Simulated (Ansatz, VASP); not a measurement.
## Two plane-wave programs on TiSi2

INCAR

```
SYSTEM = TiSi2
PREC = Accurate ; ENCUT = 520
EDIFF = 1E-7 ; ISMEAR = -1
SIGMA = 0.05 ; LREAL = .FALSE.
LASPH = .TRUE. ; NELM = 60
ALGO = Normal ; ISIF = 2
LWAVE = .FALSE. ; LCHARG = .FALSE.
GGA = PE ; NBANDS = 17
```

The input KPOINTS:

```
regular mesh
0
G
  7 7 10
  0 0 0
```

The input POSCAR:

```
TiSi2
1.0
    4.4036119702      0.0000000000      0.0000000000
   -2.2018059851      3.8136404663      0.0000000000
    0.0000000000      0.0000000000      2.5779708254
Ti Si
1 2
Direct
    0.0000000000      0.0000000000      0.0000000000
    0.3333300000      0.6666700000      0.5000000000
    0.6666700000      0.3333300000      0.5000000000
```

File input.yaml:

```yaml
crystal:
  lattice:
    - [4.4036119702, 0.0, 0.0]
    - [-2.2018059851, 3.8136404663, 0.0]
    - [0.0, 0.0, 2.5779708254]
  atoms:
    - { symbol: Ti, position: [0.0, 0.0, 0.0] }
    - { symbol: Si, position: [0.33333, 0.66667, 0.5] }
    - { symbol: Si, position: [0.66667, 0.33333, 0.5] }
hamiltonian:
  xc: pbe
  pseudopotentials: { kind: paw }
kpoints:
  mp_grid: { grid: [7, 7, 10] }
scf:
  occupations: { method: fermi_dirac, width: 0.05 }
output:
  forces: true
  stress: true
  eigenvalues: true
```

Change from the starting cell: volume scaled by 1.02.

Alike in both runs: task single point; functional PBE; k mesh 7 × 7 × 10; occupations fermi-dirac, width 0.05 eV; no spin polarisation.

|  | VASP | Ansatz |
| --- | --- | --- |
| version | VASP 6.6.1 | Ansatz 0.2.0 |
| potentials or method | VASP PAW PBE potentials, release 64 (Ti_sv, Si) | Ansatz PAW |
| plane-wave cutoff (eV) | 520 | 420 |
| valence electrons in the cell | 20 | 20 |

VASP gave:

* gap on the k mesh at the Fermi level (eV): none
* pressure (GPa): -2.7
* largest component of the traceless stress (GPa): 0.74

**Question.** What did Ansatz give for the same quantities?

**Answer.** gap on the k mesh at the Fermi level (eV): none; pressure (GPa): -2.7; largest component of the traceless stress (GPa): 0.75.

A gap of «none» marks a metal or a gap that the smearing closes.
